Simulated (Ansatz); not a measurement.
# Run times of several calculations on BN with an N vacancy

BN with an N vacancy, cell charge +1. Cell: 35 atoms, space group P-6m2, a = 7.495 Å, b = 7.495 Å, c = 6.636 Å, α = 90.00°, β = 90.00°, γ = 120.00°.

All runs are DFT with Ansatz 0.2.0 on 1 thread of Arm Neoverse V2 (aarch64; 8 cores open to the job, memory cap 3.0 GiB, no GPU), a shared host.

**Question.** Rank the runs by wall time, shortest first.
A. relaxation of the ions, PBE, collinear spin, 420 eV, 3×3×3 k-points, smearing 0.01 eV
B. single point at relaxed positions, r2SCAN, collinear spin, 500 eV, 3×3×3 k-points, smearing 0.01 eV
C. single point, PBE, collinear spin, 420 eV, 3×3×3 k-points, smearing 0.01 eV

**Answer.** C (67 s, 0.75 GiB), A (1.9 min, 0.89 GiB), B (2.8 min, 1.4 GiB).
